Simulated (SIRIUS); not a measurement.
The system is Cu.

```
Cu
1.0
     0.00000    1.80750    1.80750
     1.80750    0.00000    1.80750
     1.80750    1.80750    0.00000
Cu
1
Direct
  0.00000 0.00000 0.00000
```

Base run:

| Item | Value |
| --- | --- |
| Program | SIRIUS 7.12.0 |
| Functional | PBEsol |
| Potentials or basis | PseudoDojo 0.4.1 PBEsol standard (scalar relativistic) |
| Cutoff | 1254 eV |
| Density cutoff | 5016 eV |
| k mesh | 13 × 13 × 13 |
| Occupations | fermi-dirac, width 0.05 eV |
| Spin | no spin polarisation |

Its results: band gap on the k mesh none (metal or under the smearing width); pressure -6.9 GPa.

Problem. The run is repeated on the same cell with these changes: potentials or basis from PseudoDojo 0.4.1 PBEsol standard (scalar relativistic) to PseudoDojo 0.4.1 PBE standard (scalar relativistic). What comes out?

Solution. Band gap on the k mesh none (metal or under the smearing width); pressure -7.3 GPa.

Caveats: the potentials were made for another functional, which shifts forces and pressure (some runs).

Not every run made on this cell is shown here.
